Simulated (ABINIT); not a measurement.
Crystal: Ir.

```
Ir
1.0
     2.75138    0.00000    0.00000
    -1.37569    2.38276    0.00000
     0.00000    0.00000    4.46229
Ir
2
Direct
  0.33333 0.66667 0.25000
  0.66667 0.33333 0.75000
```

This isn't the form of Ir at room conditions, which is fcc.

| Property | Result |
| --- | --- |
| Program | ABINIT 10.8.3 (patched build) |
| Task | relaxation of cell and atoms |
| Functional | PBE |
| Dispersion | D3 |
| Potentials or basis | JTH PAW PBE v2.0 |
| Cutoff | 435 eV |
| k mesh | 11 × 11 × 6 |
| Occupations | fermi-dirac, width 0.05 eV |
| Spin | no spin polarisation |

At the start: pressure -10.8 GPa; volume 14.63 Å³/atom.

Q: How do energy, volume and symmetry change on relaxing?

A: Over 3 steps the energy falls by 15.6 meV/atom and the volume is 14.17 Å³/atom (-3.1 %); space group P6_3/mmc (No. 194, to 0.05 Å).

The path:
| step | energy change (eV) | largest force (eV/Å) | pressure (GPa) | volume (Å³) |
| --- | --- | --- | --- | --- |
| 1 | 0.0000 | 0.0000 | -10.79 | 29.25 |
| 2 | -0.0276 | 0.0000 | -3.62 | 28.64 |
| 3 | -0.0311 | 0.0000 | 0.20 | 28.35 |

Final structure:
```xyz
2
Lattice="2.7235 0.0000 0.0000 -1.3617 2.3586 0.0000 0.0000 0.0000 4.4133" Properties=species:S:1:pos:R:3 pbc="T T T"
Ir    0.0000    1.5724    1.1033
Ir    1.3617    0.7862    3.3100
```

Caveat: the log and the count of SCF iterations are those of the last ABINIT call alone; pairwise dispersion overbinds metals, which lowers pressure and volume.
